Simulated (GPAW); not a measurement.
Input of a GPAW 26.7.0 run:

File run.py:

```python
from ase.dft.bandgap import bandgap
from ase.io import read, write
from gpaw import GPAW, PW, setup_paths
from gpaw.response.df import DielectricFunction

setup_paths.insert(0, '.')

atoms = read('POSCAR')

calc = GPAW(mode=PW(450),
            xc='PBEsol',
            kpts={'size': (4, 4, 4), 'gamma': True},
            occupations={'name': 'fermi-dirac', 'width': 0.001},
            nbands=37,
            convergence={'density': 1e-06},
            maxiter=150,
            txt='gpaw.txt')
atoms.calc = calc
energy = atoms.get_potential_energy()
calc.write('gs.gpw')
write('result.traj', atoms)
print(f'Energy: {energy:.6f} eV')
print('Fermi level:', round(calc.get_fermi_level(), 4), 'eV')
print(f'Gap: {bandgap(calc)[0]:.4f} eV, direct: {bandgap(calc, direct=True)[0]:.4f} eV')

dense = calc.fixed_density(kpts={'size': (9, 9, 9), 'gamma': True},
                           nbands=68, convergence={'bands': 62, 'eigenstates': 1e-7},
                           update_fermi_level=True, txt='dense.txt')
dense.write('dense.gpw', mode='all')

df = DielectricFunction('dense.gpw', frequencies={'type': 'nonlinear', 'domega0': 0.05, 'omega2': 10},
                        eta=0.1, ecut=50, nbands=62, intraband=False, txt='df.txt')
for direction in ['x']:
    df.get_dielectric_function(xc='RPA', direction=direction, filename=f'df_{direction}.csv')
    e0, e = df.get_macroscopic_dielectric_constant(xc='RPA', direction=direction)
    print(f'{direction}: static eps {e0:.4f} without, {e:.4f} with local fields')
```

File POSCAR:

```
CsPbCl3
1.0
    5.6050000000      0.0000000000      0.0000000000
    0.0000000000      5.6050000000      0.0000000000
    0.0000000000      0.0000000000      5.6050000000
Pb Cs Cl
1 1 3
Direct
    0.5000000000      0.5000000000      0.5000000000
    0.0000000000      0.0000000000      0.0000000000
    0.5000000000      0.0000000000      0.5000000000
    0.0000000000      0.5000000000      0.5000000000
    0.5000000000      0.5000000000      0.0000000000
```

Potentials or basis: PAW data sets generated in the run's folder for this functional, pw.

The run is started by

```bash
$ gpaw-setup -f PBEsol Cl Cs Pb
$ OMP_NUM_THREADS=1 python run.py
```

Q: Predict the band gap on the k mesh.

A: 1.74 eV, direct.

Dielectric function (mean over the directions given):
| energy (eV) | real part | imaginary part |
| --- | --- | --- |
| 0.25 | 3.89 | 0.01 |
| 1.15 | 4.11 | 0.05 |
| 2.18 | 4.57 | 1.03 |
| 3.17 | 4.43 | 2.40 |
| 4.16 | 3.90 | 2.83 |
| 5.16 | 2.04 | 3.03 |
| 6.15 | 1.64 | 2.11 |
| 7.12 | 1.54 | 1.71 |
| 8.16 | 1.08 | 2.17 |
| 9.18 | 0.74 | 1.38 |
| 10.06 | 1.22 | 1.07 |
| 11.09 | 1.19 | 1.98 |
| 12.08 | 1.03 | 1.12 |
| 13.00 | 1.16 | 1.23 |
| 14.10 | 0.96 | 1.06 |
| 15.13 | 1.02 | 1.41 |
| 16.21 | 0.61 | 0.95 |
| 17.36 | 0.61 | 0.90 |
| 18.58 | 0.53 | 0.82 |
| 19.87 | 0.66 | 0.62 |

Caveat: the long-wavelength limit can be off by a per cent or two; independent-particle spectra lack excitons; spin-orbit coupling is left out, which as a rule narrows the gap of such compounds by several tenths of an eV; an odd mesh through Γ misses points on the zone boundary, where band edges often lie. Expect the measured gap to be larger: semilocal functionals such as PBEsol lack the derivative discontinuity.
